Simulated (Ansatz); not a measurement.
**Ca: compression at zero temperature**

One table from this session's results is given with a row withheld; the runs are named, their logs left out.

Method: DFT PBE, scalar-relativistic, plane waves, PAW, in Ansatz 0.2.0.

1 further run of the same task is left out (set aside as unsound or not needed).

### The structure to begin with

It takes space group I4/mmm (No. 139, tetragonal). Conventional cell: a = 4.391 Å, b = 4.391 Å, c = 4.370 Å, α = 90.00°, β = 90.00°, γ = 90.00°. Around Ca (site symmetry 4/mmm) lie 8 Ca at 3.80 Å.

Coordinates:

```cif
data_structure
_symmetry_space_group_name_H-M 'I4/mmm'
_symmetry_Int_Tables_number 139
_cell_length_a 4.3914
_cell_length_b 4.3914
_cell_length_c 4.3699
_cell_angle_alpha 90.000
_cell_angle_beta 90.000
_cell_angle_gamma 90.000
_cell_volume 84.27
loop_
_atom_site_label
_atom_site_type_symbol
_atom_site_symmetry_multiplicity
_atom_site_Wyckoff_symbol
_atom_site_fract_x
_atom_site_fract_y
_atom_site_fract_z
_atom_site_occupancy
Ca1 Ca 2 b 0.00000 0.00000 0.50000 1
```

It goes back to an entry of the Materials Project, which need not be the stable form.

It is the result of an earlier relaxation at this level (volume 42.13 Å³/atom; gap on the mesh: none (metal)).

The first run:

input.yaml

```yaml
crystal:
  lattice:
    - [-2.202881705, 2.202881705, 2.1920930659]
    - [2.202881705, -2.202881705, 2.1920930659]
    - [2.202881705, 2.202881705, -2.1920930659]
  atoms:
    - { symbol: Ca, position: [0.5, 0.5, 0.0] }
basis:
  ecutwfc: 420
kpoints:
  mp_grid: { grid: [14, 14, 14] }
hamiltonian:
  xc: pbe
scf:
  occupations: { method: gaussian, width: 0.1 }
output:
  forces: true
  stress: true
  eigenvalues: true
relax:
  adjacent_minimum: "off"
  f_tol: 0.008
  max_steps: 50
  cell: { stress_tol: 0.08, p_target: -1.0 }
```

Steps of the session up to this table: -1 GPa; Relaxing at 1 GPa; Relaxing at 4 GPa; Relaxing at 12 GPa; Relaxing at 25 GPa; 50 GPa; Relaxing at 90 GPa.

One of the session's tables, all rows but one given; the rest of the session is left out.

Lengths are those of the vectors of the cell that was run:

```
P (GPa)  V (Å³/atom)  a (Å)  b (Å)  c (Å)  ΔH (eV/atom)
     -1        44.97  3.880  3.880  3.880        -0.272
      0        42.13  3.797  3.797  3.797         0.000
      1        39.77  3.725  3.725  3.725         0.255
      4        34.96  3.568  3.568  3.568         0.950
     12        28.39  3.329  3.329  3.329         2.512
     25        23.15  3.110  3.110  3.110         4.581
     50            ?      ?      ?      ?             ?
     90        13.67  2.609  2.609  2.609        11.647
```

**Question.** Estimate the row for P (GPa) = 50.

Worked estimate for «V (Å³/atom)». A straight line through the neighbours (25, 23.15) and (90, 13.67) gives 23.15 + (13.67 − 23.15) × (50 − 25) / (90 − 25) = 19.50; a parabola fitted to 3 rows on both sides gives 16.21.

As computed: V (Å³/atom): 17.97; a (Å): 2.858; b (Å): 2.858; c (Å): 2.858; ΔH (eV/atom): 7.741. In «V (Å³/atom)» the line misses by +1.53 and the parabola by -1.76.

ΔH is E + PV over the energy at zero pressure; a, b and c are the vectors of the computed cell. 
